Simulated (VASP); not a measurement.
# A VASP 6.6.1 single-point calculation on SiC

INCAR

```
IBRION = -1
LREAL = .FALSE.
NBANDS = 11
LCHARG = .FALSE.
NSW = 0
METAGGA = R2SCAN
PREC = Accurate
LASPH = .TRUE.
ENCUT = 520
ISIF = 2
ISMEAR = -4
ALGO = Normal
SIGMA = 0.05
NELM = 77
LWAVE = .FALSE.
EDIFF = 1E-7
```

KPOINTS

```
KPOINTS created by Atomic Simulation Environment
0
Gamma
10 10 10
0 0 0
```

POSCAR

```
Si C
 1.0000000000000000
     0.0000000000000000    2.1998328745000002    2.1998328745000002
     2.1998328745000002    0.0000000000000000    2.1998328745000002
     2.1998328745000002    2.1998328745000002    0.0000000000000000
 Si  C
   1   1
Cartesian
  0.0000000000000000  0.0000000000000000  0.0000000000000000
  1.0999164372499999  1.0999164372499999  1.0999164372499999
```

The recommended PBE PAW datasets give the neutral cell 8 valence electrons.

Command

```
mpirun -np 1 vasp_std
```

OSZICAR

```
N       E                     dE             d eps       ncg     rms          rms(c)
DAV:   1    -0.130091969411E+01   -0.13009E+01   -0.39412E+03  1082   0.618E+02
DAV:   2    -0.216258831803E+02   -0.20325E+02   -0.19407E+02  1289   0.114E+02
DAV:   3    -0.222589489665E+02   -0.63307E+00   -0.63172E+00  1276   0.162E+01
DAV:   4    -0.222614406658E+02   -0.24917E-02   -0.24916E-02  1175   0.129E+00
DAV:   5    -0.222614521351E+02   -0.11469E-04   -0.11469E-04  1259   0.821E-02    0.888E+00
DAV:   6    -0.192683486125E+02    0.29931E+01   -0.49572E+00  1166   0.104E+01    0.489E+00
DAV:   7    -0.193032866460E+02   -0.34938E-01   -0.47028E-01  1241   0.397E+00    0.240E+00
DAV:   8    -0.193134154226E+02   -0.10129E-01   -0.20068E-02  1132   0.108E+00    0.159E-01
DAV:   9    -0.193137381111E+02   -0.32269E-03   -0.44829E-04  1456   0.185E-01    0.130E-01
DAV:  10    -0.193138273928E+02   -0.89282E-04   -0.78302E-05  1145   0.776E-02    0.149E-02
DAV:  11    -0.193138254809E+02    0.19119E-05   -0.19862E-06  1307   0.888E-03    0.415E-03
DAV:  12    -0.193138256207E+02   -0.13984E-06   -0.11663E-07  1190   0.314E-03    0.398E-04
DAV:  13    -0.193138255918E+02    0.28958E-07   -0.23880E-09   679   0.329E-04
   1 F= -.19313826E+02 E0= -.19313826E+02  d E =0.000000E+00
```

From OUTCAR

```
k-points           NKPTS =     47   k-points in BZ     NKDIM =     47   number of bands    NBANDS=     11

   NELECT =       8.0000    total number of electrons

   dimension x,y,z NGX =    24 NGY =   24 NGZ =   24
   dimension x,y,z NGXF=    48 NGYF=   48 NGZF=   48

  energy-cutoff  :      520.00
  volume of cell :       21.29
      direct lattice vectors                 reciprocal lattice vectors
     0.000000000  2.199832875  2.199832875    -0.227289994  0.227289994  0.227289994
     2.199832875  0.000000000  2.199832875     0.227289994 -0.227289994  0.227289994
     2.199832875  2.199832875  0.000000000     0.227289994  0.227289994 -0.227289994

 k-points in reciprocal lattice and weights: KPOINTS created by Atomic Simulation Env
   0.00000000  0.00000000  0.00000000       0.001
   0.10000000  0.00000000  0.00000000       0.008
   0.20000000  0.00000000  0.00000000       0.008
   0.30000000  0.00000000  0.00000000       0.008
   0.40000000  0.00000000  0.00000000       0.008
   0.50000000  0.00000000  0.00000000       0.004
   0.10000000  0.10000000  0.00000000       0.006
   0.20000000  0.10000000  0.00000000       0.024
   ...

 E-fermi :   7.6702

 k-point     1 :       0.0000    0.0000    0.0000
  band No.  band energies     occupation
      1      -8.2874      2.00000
      2       7.6669      2.00000
      3       7.6669      2.00000
      4       7.6669      2.00000
      5      14.1424      0.00000
      6      15.3053      0.00000
      7      15.3053      0.00000
      8      15.3053      0.00000
      9      22.7012      0.00000
     10      22.7012      0.00000
     11      24.9646      0.00000

 k-point     2 :       0.1000    0.0000    0.0000
  band No.  band energies     occupation
      1      -8.0896      2.00000
      2       6.6210      2.00000
      3       7.5277      2.00000
      4       7.5277      2.00000
      5      14.4409      0.00000
      6      15.5598      0.00000
      7      15.5598      0.00000
      8      15.6082      0.00000
      9      21.7887      0.00000
     10      21.7887      0.00000
     11      24.7909      0.00000

 k-point     3 :       0.2000    0.0000    0.0000
  band No.  band energies     occupation
      1      -7.5062      2.00000
      2       4.4383      2.00000
      3       7.2076      2.00000
      4       7.2076      2.00000
      5      14.1708      0.00000
      6      15.9466      0.00000
      7      15.9466      0.00000
      8      16.9220      0.00000
      9      21.1318      0.00000
     10      21.1318      0.00000
     11      23.8584      0.00000

 k-point     4 :       0.3000    0.0000    0.0000
  band No.  band energies     occupation
      1      -6.5787      2.00000
      2       2.0766      2.00000
      3       6.8768      2.00000
      4       6.8768      2.00000
      5      13.7574      0.00000
      6      15.8318      0.00000
      7      15.8318      0.00000
      8      18.0363      0.00000
      9      21.9844      0.00000
     10      21.9844      0.00000
     11      23.5577      0.00000

 k-point     5 :       0.4000    0.0000    0.0000
  band No.  band energies     occupation
      1      -5.4529      2.00000
      2       0.0116      2.00000
      3       6.6470      2.00000
      4       6.6470      2.00000
      5      13.4783      0.00000
      6      15.4601      0.00000
      7      15.4601      0.00000
      8      18.4156      0.00000
      9      23.9985      0.00000
     10      23.9985      0.00000
     11      24.1852      0.00000

 ...

  Total       -0.8675046     -0.8675046     -0.8675046      0.0000000      0.0000000      0.0000000
  in kB      -65.2804774    -65.2804774    -65.2804774      0.0000000      0.0000000      0.0000000
  external PRESSURE =     -65.2804774 kB  Pullay stress =       0.0000000 kB

 POSITION                                       TOTAL-FORCE (eV/Angst)
 -----------------------------------------------------------------------------------
      0.00000      0.00000      0.00000        -0.000000     -0.000000     -0.000000
      1.09992      1.09992      1.09992         0.000000      0.000000      0.000000
 -----------------------------------------------------------------------------------
    total drift:                               -0.000000     -0.000000     -0.000000

  FREE ENERGIE OF THE ION-ELECTRON SYSTEM (eV)
  ---------------------------------------------------
  free  energy   TOTEN  =       -19.3138255918 eV

  energy  without entropy=      -19.3138255918  energy(sigma->0) =      -19.31382559
```

It converged. Results: gap between bands v and c on the k mesh 1.74 eV; least direct gap on the k mesh 5.02 eV; pressure -6.5 GPa. Band v is the last that the valence electrons fill when counted band by band, and c is the next.

For comparison, a separate r²SCAN run of the intended cell, on usual settings and not on those above, gives a gap of 1.74 eV on its mesh and a pressure of -6.5 GPa.

The run above took about 26 s on one core of a shared host (Intel Xeon Platinum 8488C) and held 0.14 GiB at most.
